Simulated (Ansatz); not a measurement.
LiCl: experiment and calculation

**Experimental background.**

From a printed reference work (data compilation), for a bulk crystal of LiCl at 298.15 K: lattice constant a 5.13988 ± 0.00004 Å.

A printed reference work (monograph) reports, for a bulk crystal of LiCl: band gap 9.4 eV.

The calculation below tries to reproduce these values; the comparison stands at the end.

These are results of DFT PBE, scalar-relativistic, plane waves, PAW (Ansatz 0.2.0), not measurements.

Plane waves to 420 eV, a k mesh through Γ of 8×8×8 on the computed 2-atom cell and Gaussian smearing (0.02 eV); no spin polarisation.

Relaxed structure:

```cif
data_structure
_symmetry_space_group_name_H-M 'Fm-3m'
_symmetry_Int_Tables_number 225
_cell_length_a 5.1514
_cell_length_b 5.1514
_cell_length_c 5.1514
_cell_angle_alpha 90.000
_cell_angle_beta 90.000
_cell_angle_gamma 90.000
_cell_volume 136.70
loop_
_atom_site_label
_atom_site_type_symbol
_atom_site_symmetry_multiplicity
_atom_site_Wyckoff_symbol
_atom_site_fract_x
_atom_site_fract_y
_atom_site_fract_z
_atom_site_occupancy
Li1 Li 4 a 0.00000 0.00000 0.00000 1
Cl1 Cl 4 b 0.50000 0.00000 0.00000 1
```

| Property | Result |
| --- | --- |
| Space group | Fm-3m (No. 225) |
| Volume per atom | 17.09 Å³ |
| Formation energy from the elements' standard states (uncorrected) | -1.852 eV/atom |
| Kohn–Sham band gap | 6.25 eV, indirect from (-0.073, 0.000, 0.073) to Γ |
| Orbital (Löwdin) character of the top 1 eV of the valence band | Cl 3p 98 % |
| Electron masses at the edge by direction of the standard setting (m_e; one valley, along these axes only; no spin-orbit coupling) | x: 0.47; y: 0.47; z: 0.47 |
| Hole masses at the edge by direction of the standard setting (m_e; one valley, along these axes only; no spin-orbit coupling) | x: 1.2; y: 2.1; z: 1.2 |
| Bulk modulus | 32 GPa |
| Its pressure derivative | 4.3 |
| Bader charge by site (e) | Li (1 in the cell) 0.90, Cl (1 in the cell) -0.90 |

Against the measured lattice constant a of LiCl, 5.13988 Å (298.15 K; a printed reference work (data compilation)), the calculated 5.151 Å is off by +0.2 %. The calculation is for 0 K without zero-point motion. Measured band gap of LiCl: 9.4 eV (a printed reference work (monograph)). This calculation gives 6.25 eV (-3.15 eV). Kohn–Sham gaps of semilocal functionals fall short of measured ones as a rule.

The cell was relaxed from a distorted copy of a database structure.
